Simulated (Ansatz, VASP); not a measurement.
Two plane-wave programs on AlN

Contents of INCAR:

```
ALGO = Normal
EDIFF = 1E-6
ENCUT = 520
GGA = PE
ISIF = 2
ISMEAR = 0
LASPH = True
LCHARG = False
LREAL = False
LWAVE = False
NBANDS = 16
NELM = 80
PREC = Accurate
SIGMA = 0.05
```

Contents of KPOINTS:

```
k-points
0
Gamma
  8 8 6
```

The input POSCAR:

```
AlN
1.0
    0.0000000000     -2.0353166207     -2.0353166207
    0.0000000000      2.0353166207     -2.0353166207
    4.0706332413      0.0000000000      0.0000000000
Al N
2 2
Direct
    0.5289881188      0.4710118812      0.0000000000
   -0.0289881188      0.0289881188      0.5000000000
    0.4894833559      0.5105166441      0.5000000000
    0.0105166441      0.9894833559      0.0000000000
```

Input for Ansatz:

```yaml
crystal:
  lattice:
    - [0.0, -2.0353166207, -2.0353166207]
    - [0.0, 2.0353166207, -2.0353166207]
    - [4.0706332413, 0.0, 0.0]
  atoms:
    - { symbol: Al, position: [0.5289881188, 0.4710118812, 0.0] }
    - { symbol: Al, position: [-0.0289881188, 0.0289881188, 0.5] }
    - { symbol: "N", position: [0.4894833559, 0.5105166441, 0.5] }
    - { symbol: "N", position: [0.0105166441, 0.9894833559, 0.0] }
basis:
  ecutwfc: 520.0
kpoints:
  mp_grid: { grid: [8, 8, 6] }
hamiltonian:
  xc: pbe
  pseudopotentials: { kind: paw }
scf:
  occupations: { method: gaussian, width: 0.05 }
output:
  forces: true
  stress: true
  eigenvalues: true
  write_density: true
  write_potential: true
  elf: true
  volumetric_format: npy
```

Change from the starting cell: mode 4 frozen in at -0.118 Å, equal normal strain along x, y and z +0.0000.

Alike in both runs: task single point; functional PBE; k mesh 8 × 8 × 6; occupations gaussian, width 0.05 eV; no spin polarisation.

|  | VASP | Ansatz |
| --- | --- | --- |
| version | VASP 6.6.1 | Ansatz 0.2.0 |
| potentials or method | VASP PAW PBE potentials, release 64 (Al, N) | scalar-relativistic, plane waves, PAW |
| plane-wave cutoff (eV) | 520 | 520 |
| valence electrons in the cell | 16 | 16 |

VASP gave:

- gap on the k mesh at the Fermi level (eV): 4.33
- least direct gap on the mesh (eV): 4.42
- pressure (GPa): 1.0
- largest component of the traceless stress (GPa): 2.14
- rms of the force components (eV/Å): 0.510

What did Ansatz give for the same quantities?

gap on the k mesh at the Fermi level (eV): 4.36; least direct gap on the mesh (eV): 4.44; pressure (GPa): 1.3; largest component of the traceless stress (GPa): 2.14; rms of the force components (eV/Å): 0.510.

Atom by atom the forces differ by 0.000 eV/Å (rms over components). The functional is the same, so the differences come from potentials, cutoffs and numerics.

Caveats: forces of over 1 eV/Å show positions far from the minimum, so gaps and moduli don't describe the material at rest. A k mesh can miss the band edges.
